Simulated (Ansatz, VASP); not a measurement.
# InP: VASP beside Ansatz

```
In P
1.0
     0.00000    2.68666    3.22399
     2.68666    0.00000    3.22399
     2.68666    2.68666    0.00000
In P
1 1
Direct
  0.00000 0.00000 0.00000
  0.50000 0.50000 0.50000
```

Alike in both runs: task single point; functional PBE; k mesh 16 × 16 × 16; occupations gaussian, width 0.15 eV; no spin polarisation.

```csv
,VASP,Ansatz
version,VASP 6.6.1,Ansatz 0.2.0
potentials or method,"VASP PAW PBE potentials, release 64 (In_d, P)","scalar-relativistic, plane waves, PAW"
plane-wave cutoff (eV),520,420
valence electrons in the cell,18,18
```

```tsv
	VASP	Ansatz	Ansatz less VASP
gap on the k mesh at the Fermi level (eV)	none	none	-
pressure (GPa)	-2.1	-2.0	+0.05
largest component of the traceless stress (GPa)	5.54	5.56	+0.016
```

A gap of «none» marks a metal or a gap that the smearing closes. With one functional, cell and mesh, what is left measures potentials, basis and numerics.
